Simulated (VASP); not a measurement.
## GaAs: relaxation of cell and atoms with PBE

Crystal: GaAs.

```xyz
2
Lattice="0.0000 2.8751 2.8751 2.8751 0.0000 2.8751 2.8751 2.8751 0.0000" Properties=species:S:1:pos:R:3 pbc="T T T"
Ga    0.0000    0.0000    0.0000
As    1.4376    1.4376    1.4376
```

```yaml
Program: VASP 6.6.1
Task: relaxation of cell and atoms
Functional: PBE
Potentials_or_basis: VASP PAW PBE potentials, release 64 (Ga_d, As)
Cutoff: 600 eV
k_mesh: 10 × 10 × 10
Occupations: gaussian, width 0.03 eV
Spin: no spin polarisation
Further_INCAR_settings: ALGO = Normal; EDIFF = 1e-07; IBRION = 2; EDIFFG = -0.005; NSW = 90; ISIF = 3
```

| Item | Value |
| --- | --- |
| Pressure after relaxing | 0.0 GPa |
| Band gap on the k mesh | 0.14 eV, direct |

Final structure:
```
CELL_PARAMETERS angstrom
0.00000 2.87512 2.87512
2.87512 0.00000 2.87512
2.87512 2.87512 0.00000
ATOMIC_POSITIONS crystal
Ga 0.00000 0.00000 0.00000
As 0.25000 0.25000 0.25000
```

Levels at points of the mesh, in eV from the valence-band top:
```
           k point  band 7  band 8  band 9  band 10  band 11  band 12
(0.00, 0.00, 0.00)    0.00    0.00    0.00     0.14     3.71     3.71
(0.50, 0.00, 0.00)   -6.37   -1.07   -1.07     0.86     4.62     4.62
(0.50, 0.50, 0.00)   -6.59   -2.50   -2.50     1.56     1.68     9.77
```

Wall time 9.5 s on 2 MPI ranks on Intel(R) Xeon(R) 6975P-C (Granite Rapids), on a shared host, peak memory 0.19 GiB a rank.

Caveat: the relaxation stopped at its first step, so nothing moved.
